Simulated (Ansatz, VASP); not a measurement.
## One calculation of Ti, two programs

```xyz
1
Lattice="2.6777 0.0000 0.0000 0.0000 2.6777 0.0000 0.0000 0.0000 2.6777" Properties=species:S:1:pos:R:3 pbc="T T T"
Ti    0.0000    0.0000    0.0000
```

Alike in both runs: functional RPBE; k mesh 12 × 12 × 12; occupations fermi-dirac, width 0.1 eV; no spin polarisation.

Ansatz relaxed the structure, and its values are those at the end. VASP's run is a single point on that final structure, the one shown.

|  | VASP | Ansatz |
| --- | --- | --- |
| version | VASP 6.6.1 | Ansatz 0.2.0 |
| potentials or method | VASP PAW PBE potentials, release 64 (Ti_sv) | plane waves (420 eV) with PAW, scalar-relativistic |
| plane-wave cutoff (eV) | 520 | 420 |
| valence electrons in the cell | 12 | 12 |

Ansatz gave:

```
pressure (GPa) : 0.0
```

Problem. Estimate VASP's values.

Solution. Pressure (GPa): -0.1.

Caveats: the PAW data sets were made with another functional, which shifts forces and pressure a little (VASP).
